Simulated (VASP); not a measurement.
# B (P6/mmm) in VASP: single point with PBE

Aim: the single point of B with PBE.

Everything below comes from runs of VASP 6.6.1. Logs are shortened: lines on timing, memory, paths and dates and some standing lists are left out, and cuts for length are marked.

## Step 1: The structure

Symmetry: P6/mmm, No. 191, hexagonal system. Conventional cell: a = 1.702 Å, b = 1.702 Å, c = 3.635 Å, α = 90.00°, β = 90.00°, γ = 120.00°. B (site symmetry 6/mmm) has 6 B at 1.70 Å as nearest neighbours.

This isn't the form of B at room conditions, which is rhombohedral.

## Step 2: Single point, PBE

Contents of INCAR:

```
SYSTEM = B
  PREC = Accurate
  ENCUT = 520
  EDIFF = 1E-7
  ISMEAR = 1
  SIGMA = 0.3
  LREAL = .False.
  LASPH = .True.
  NELM = 100
  ALGO = Fast
  ISIF = 2
  LWAVE = .False.
  LCHARG = .True.
  GGA = PE
  LELF = .True.
  LVHAR = .True.
  NBANDS = 8
```

Contents of KPOINTS:

```
Automatic mesh
0
Gamma
  12 12 5
  0.5 0.5 0
```

Contents of POSCAR:

```
B
1.0
    1.7024335800      0.0000000000      0.0000000000
   -0.8512167900      1.4743507200      0.0000000000
    0.0000000000      0.0000000000      3.6354228500
B
1
Direct
    0.0000000000      0.0000000000      0.0000000000
```

Potentials or basis: VASP PAW PBE potentials, release 64 (B).

Started as:

```bash
> cat potpaw_PBE.64/B/POTCAR > POTCAR
> mpirun -np 1 vasp_std > vasp.out
```

OUTCAR:

```text
SYSTEM = B
   PREC = Accurate
   ENCUT = 520
   EDIFF = 1E-7
   ISMEAR = 1
   LREAL = .False.
   LASPH = .True.
   NELM = 100
   ISIF = 2
   GGA = PE

 ion  position               nearest neighbor table
   1  0.000  0.000  0.000-

  LATTYP: Found a hexagonal cell.
 ALAT       =     1.7024335800
 C/A-ratio  =     2.1354271278

  Lattice vectors:

 A1 = (   1.7024335800,   0.0000000000,   0.0000000000)
 A2 = (  -0.8512167900,   1.4743507200,   0.0000000000)
 A3 = (   0.0000000000,   0.0000000000,   3.6354228500)

Analysis of symmetry for initial positions (statically):
=====================================================================
 Subroutine PRICEL returns:
 Original cell was already a primitive cell.

 Routine SETGRP: Setting up the symmetry group for a
 hexagonal supercell.

 Subroutine GETGRP returns: Found 24 space group operations
 (whereof 24 operations were pure point group operations)
 out of a pool of 24 trial point group operations.

The static configuration has the point symmetry D_6h.

Analysis of symmetry for dynamics (positions and initial velocities):
=====================================================================
 Subroutine PRICEL returns:
 Original cell was already a primitive cell.

 Routine SETGRP: Setting up the symmetry group for a
 hexagonal supercell.

 Subroutine GETGRP returns: Found 24 space group operations
 (whereof 24 operations were pure point group operations)
 out of a pool of 24 trial point group operations.

The dynamic configuration has the point symmetry D_6h.

 Subroutine INISYM returns: Found 24 space group operations
 (whereof 24 operations are pure point group operations),
 and found     1 'primitive' translations

----------------------------------------------------------------------------------------

                                     Primitive cell

  volume of cell :       9.1249

  direct lattice vectors                    reciprocal lattice vectors
     1.702433580  0.000000000  0.000000000     0.587394429  0.339132333  0.000000000
    -0.851216790  1.474350720  0.000000000     0.000000000  0.678264667  0.000000000
     0.000000000  0.000000000  3.635422850     0.000000000  0.000000000  0.275071165

  length of vectors
     1.702433580  1.702433573  3.635422850     0.678264664  0.678264667  0.275071165

  position of ions in fractional coordinates (direct lattice)
     0.000000000  0.000000000  0.000000000

  ion indices of the primitive-cell ions
   primitive index   ion index
                 1           1

----------------------------------------------------------------------------------------

 KPOINTS: Automatic mesh

Automatic generation of k-mesh.
 Grid dimensions read from file:
 generate k-points for:   12   12    5

 Generating k-lattice:

  Cartesian coordinates                     Fractional coordinates (reciprocal lattice)
     0.048949536  0.028261028  0.000000000     0.083333333  0.000000000  0.000000000
     0.000000000  0.056522056  0.000000000     0.000000000  0.083333333  0.000000000
     0.000000000  0.000000000  0.055014233     0.000000000  0.000000000  0.200000000

  Length of vectors
     0.056522055  0.056522056  0.055014233

  Shift w.r.t. Gamma in fractional coordinates (k-lattice)
     0.500000000  0.500000000  0.000000000

 Subroutine IBZKPT returns following result:
 ===========================================

 Found    126 irreducible k-points:

 Following reciprocal coordinates:
            Coordinates               Weight
  0.041667  0.041667  0.000000      6.000000
  0.125000  0.041667  0.000000     12.000000
  0.208333  0.041667  0.000000     12.000000
  0.291667  0.041667  0.000000     12.000000
  0.375000  0.041667  0.000000     12.000000
  0.458333  0.041667  0.000000     12.000000
[... 16 lines left out ...]
  0.208333  0.208333  0.000000      6.000000
  0.291667  0.208333  0.000000     12.000000
 [... further k-points ...]
   k-points           NKPTS =    126   k-points in BZ     NKDIM =    126   number of bands    NBANDS=      8
   number of dos      NEDOS =    301   number of ions     NIONS =      1
   total plane-waves  NPLWV =   5488
   dimension x,y,z NGX =    14 NGY =   14 NGZ =   28
   dimension x,y,z NGXF=    28 NGYF=   28 NGZF=   56
   ions per type =               1
   NGX,Y,Z   is equivalent  to a cutoff of  13.67, 13.67, 12.80 a.u.
   NGXF,Y,Z  is equivalent  to a cutoff of  27.34, 27.34, 25.61 a.u.
 SYSTEM =  B
   PREC   = accura    normal or accurate (medium, high low for compatibility)
   ISTART =      0    job   : 0-new  1-cont  2-samecut
   ICHARG =      2    charge: 1-file 2-atom 10-const
   ISPIN  =      1    spin polarized calculation?
   LNONCOLLINEAR =      F non collinear calculations
   LSORBIT =      F    spin-orbit coupling
   LASPH  =      T    aspherical Exc in radial PAW
   ENCUT  =  520.0 eV  38.22 Ry    6.18 a.u.   3.17  3.17  6.76*2*pi/ulx,y,z
   NELM   =    100;   NELMIN=  2; NELMDL= -5     # of ELM steps
   EDIFF  = 0.1E-06   stopping-criterion for ELM
   LREAL  =      F    real-space projection
   EDIFFG = 0.1E-05   stopping-criterion for IOM
   NSW    =      0    number of steps for IOM
   IBRION =     -1    ionic relax: 0-MD 1-quasi-New 2-CG
   NFREE  =      0    steps in history (QN), initial steepest desc. (CG)
   ISIF   =      2    stress and relaxation
   ISYM   =      2    0-nonsym 1-usesym 2-fastsym
   POTIM  = 0.5000    time-step for ionic-motion
   TEBEG  =    0.0;   TEEND  =   0.0 temperature during run
   PSTRESS=    0.0 pullay stress
   NELECT =       3.0000    total number of electrons
   NUPDOWN=      -1.0000    fix difference up-down
   EMIN   =  10.00;   EMAX   =-10.00  energy-range for DOS
   EFERMI =   0.00;   METHOD = LEGACY
   ISMEAR =     1;   SIGMA  =   0.30  broadening in eV -4-tet -1-fermi 0-gaus
   EFERMI_NEDOS =   21; number of points for ismear=-14 and -15
   IALGO  =     68    algorithm
   IMIX   =      4    mixing-type and parameters
     AMIX     =   0.40;   BMIX     =  1.00
     AMIX_MAG =   1.60;   BMIX_MAG =  1.00
  volume/ion in A,a.u.               =       9.12        61.58
  Fermi-wavevector in a.u.,A,eV,Ry     =   1.129900  2.135201 17.370199  1.276674
  Thomas-Fermi vector in A             =   2.266595
   LORBIT       =      0    0 simple, 1 ext, 2 COOP (PROOUT), +10 PAW based schemes
   GGA     = PE    functional components
   LHFCALC =     F    Hartree Fock is set to
   AEXX    =    0.0000 exact exchange contribution
   IVDW    =     0    specifies the selected vdW correction
   LEPSILON=     F    determine dielectric tensor
   LRPA    =     F    only Hartree local field effects (RPA)
 non-spin polarized calculation
 RMM-DIIS sequential band-by-band and
 Methfessel and Paxton  Order N= 1 SIGMA  =   0.30
  energy-cutoff  :      520.00
  volume of cell :        9.12
 maximum number of plane-waves:       255
 NGX is ok and might be reduce to    14
   NGX =  7   NGY =  7   NGZ = 13

 number of electron       3.0000000 magnetization

 Free energy of the ion-electron system (eV)
  ---------------------------------------------------
  ext. energy  EPLUGINS =         0.00000000
  ---------------------------------------------------
  free energy    TOTEN  =        -5.99670802 eV

  energy without entropy =       -5.99575504  energy(sigma->0) =       -5.99639036

 E-fermi :   5.3045     XC(G=0): -10.1100

 val. band max:        5.2934423378   @ k =   0.2083   0.2083   0.4000
 cond. band min:       5.3374118930   @ k =  -0.3750   0.2083   0.0000
 fundamental gap:      0.0439695552
 Fermi energy:         5.3044815071

 k-point     1 :       0.0417    0.0417    0.0000
  band No.  band energies     occupation
      1     -11.7298      2.00000
      2      -1.1402      2.00000
      3       7.9783     -0.00000
      4      29.0015      0.00000
      5      29.3607      0.00000
      6      31.6159      0.00000
      7      38.0022      0.00000
      8      47.3847      0.00000

 k-point     2 :       0.1250    0.0417    0.0000
  band No.  band energies     occupation
      1     -10.9289      2.00000
      2      -0.0016      2.00000
      3       8.9544     -0.00000
      4      25.5734      0.00000
      5      27.1832      0.00000
      6      32.3726      0.00000
      7      39.3393      0.00000
      8      44.3955      0.00000

 k-point     3 :       0.2083    0.0417    0.0000
  band No.  band energies     occupation
      1      -9.5096      2.00000
      2       2.0285      2.00000
      3      10.5955     -0.00000
      4      20.6129      0.00000
      5      24.9197      0.00000
      6      32.9546      0.00000
      7      39.5495      0.00000
      8      42.2159      0.00000

 k-point     4 :       0.2917    0.0417    0.0000
  band No.  band energies     occupation
      1      -7.5412      2.00000
      2       4.8952      2.06598
      3      11.7613      0.00000
      4      16.7767      0.00000
      5      23.0455      0.00000
      6      29.9984      0.00000
      7      38.7601      0.00000
      8      39.6798      0.00000

 k-point     5 :       0.3750    0.0417    0.0000
  band No.  band energies     occupation
      1      -5.2646      2.00000
      2       8.4043     -0.00000
      3       9.0271     -0.00000
      4      18.3994      0.00000
      5      21.8405      0.00000
      6      24.3273      0.00000
      7      31.8310      0.00000
      8      40.0726      0.00000

 k-point     6 :       0.4583    0.0417    0.0000
  band No.  band energies     occupation
      1      -3.5924      2.00000
      2       6.5385     -0.00000
      3      11.4443      0.00000
      4      20.1349      0.00000
      5      20.7583      0.00000
      6      22.9266      0.00000
      7      26.1412      0.00000
      8      40.3695      0.00000

 k-point     7 :      -0.4583    0.0417    0.0000
  band No.  band energies     occupation
      1      -4.2415      2.00000
      2       7.4782     -0.00000
      3      10.1654     -0.00000
      4      20.0646      0.00000
      5      21.7339      0.00000
      6      21.8070      0.00000
      7      28.7614      0.00000
      8      40.2618      0.00000
[... 133 lines left out ...]
 k-point    20 :      -0.2917    0.1250    0.0000
  band No.  band energies     occupation
      1      -9.0319      2.00000
      2       2.6997      2.00000
      3      11.1805     -0.00000
      4      19.8507      0.00000
      5      22.9136      0.00000
      6      33.0455      0.00000
      7      42.2636      0.00000
      8      42.7324      0.00000

 k-point    21 :      -0.2083    0.1250    0.0000
  band No.  band energies     occupation
      1     -10.4511      2.00000
      2       0.6782      2.00000
      3       9.5310     -0.00000
      4      24.2938      0.00000
      5      25.4608      0.00000
      6      32.7336      0.00000
      7      40.3450      0.00000
      8      43.8537      0.00000

 k-point    22 :      -0.1250    0.1250    0.0000
  band No.  band energies     occupation
      1     -11.2485      2.00000
      2      -0.4563      2.00000
      3       8.5664     -0.00000
      4      26.6806      0.00000
      5      28.2103      0.00000
      6      32.0902      0.00000
      7      38.8220      0.00000
      8      45.0160      0.00000

 k-point    23 :       0.2083    0.2083    0.0000
  band No.  band energies     occupation
      1      -6.1031      2.00000
      2       6.8328     -0.00000
      3      12.8730      0.00000
      4      13.9069      0.00000
      5      20.8609      0.00000
      6      29.7819      0.00000
      7      37.4098      0.00000
      8      40.1819      0.00000

 k-point    24 :       0.2917    0.2083    0.0000
  band No.  band energies     occupation
      1      -3.6481      2.00000
      2       8.4022     -0.00000
      3      10.2109     -0.00000
      4      15.0252      0.00000
      5      22.0512      0.00000
      6      25.7450      0.00000
      7      33.7883      0.00000
      8      34.0807      0.00000

 [... further k-points ...]

------------------------ aborting loop because EDIFF is reached ----------------------------------------

  FORCE on cell =-STRESS in cart. coord.  units (eV):
  Direction    XX          YY          ZZ          XY          YZ          ZX
  --------------------------------------------------------------------------------------
  -------------------------------------------------------------------------------------
  Total        0.2196547      0.2196547      0.0432566      0.0000000     -0.0000000     -0.0000000
  in kB       38.5678308     38.5678303      7.5951535      0.0000000     -0.0000000     -0.0000000
  external PRESSURE =      28.2436049 kB  Pullay stress =       0.0000000 kB

 VOLUME and BASIS-vectors are now :
 -----------------------------------------------------------------------------
  energy-cutoff  :      520.00
  volume of cell :        9.12
      direct lattice vectors                 reciprocal lattice vectors
     1.702433580  0.000000000  0.000000000     0.587394429  0.339132333  0.000000000
    -0.851216790  1.474350720  0.000000000     0.000000000  0.678264667  0.000000000
     0.000000000  0.000000000  3.635422850     0.000000000  0.000000000  0.275071165

 POSITION                                       TOTAL-FORCE (eV/Angst)
 -----------------------------------------------------------------------------------
      0.00000      0.00000      0.00000         0.000000      0.000000      0.000000
 -----------------------------------------------------------------------------------
    total drift:                               -0.000000     -0.000000     -0.000000

  FREE ENERGIE OF THE ION-ELECTRON SYSTEM (eV)
  ---------------------------------------------------
  free  energy   TOTEN  =        -5.9967080191 eV

  energy  without entropy=       -5.9957550419  energy(sigma->0) =       -5.99639036
```

It took 6.4 s on 1 thread of AMD EPYC 9R14 (Zen 4), shared host; peak memory 0.09 GiB.

What came out:

* Free energy: -5.9967 eV
* Pressure: 2.8 GPa
* Band gap on the k mesh: none (metal or under the smearing width)

Stress tensor (GPa, compression positive):
```
3.86 0.00 0.00
0.00 3.86 0.00
0.00 0.00 0.76
```

Levels at points of the mesh, in eV from the Fermi level:
```
           k point  band 1  band 2  band 3  band 4  band 5  band 6  band 7
(0.04, 0.04, 0.00)  -17.03   -6.44    2.67   23.70   24.06   26.31   32.70
```
